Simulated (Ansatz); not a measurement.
Crystal: Re.

```
CELL_PARAMETERS angstrom
2.76080 0.00000 0.00000
-1.38040 2.39092 0.00000
0.00000 0.00000 4.45820
ATOMIC_POSITIONS crystal
Re 0.66667 0.33333 0.75000
Re 0.33333 0.66667 0.25000
```

Base run:

```yaml
Program: Ansatz 0.2.0
Functional: PBEsol
Potentials_or_basis: all-electron LAPW, scalar-relativistic
Cutoff: 281 eV (chosen from the basis error)
Basis_error_allowed: 0.001 eV/atom
k_mesh: 8 × 8 × 4
Occupations: fermi-dirac, width 0.05 eV
Spin: no spin polarisation
```

Its results: pressure -3.5 GPa.

Task: The run is repeated on the same cell with these changes: k mesh from 8 × 8 × 4 to 11 × 11 × 6. What comes out?

Result: Pressure -4.1 GPa.

Caveats: the k mesh is thin for a metal, which can move the energy by tens of meV per atom (some runs).
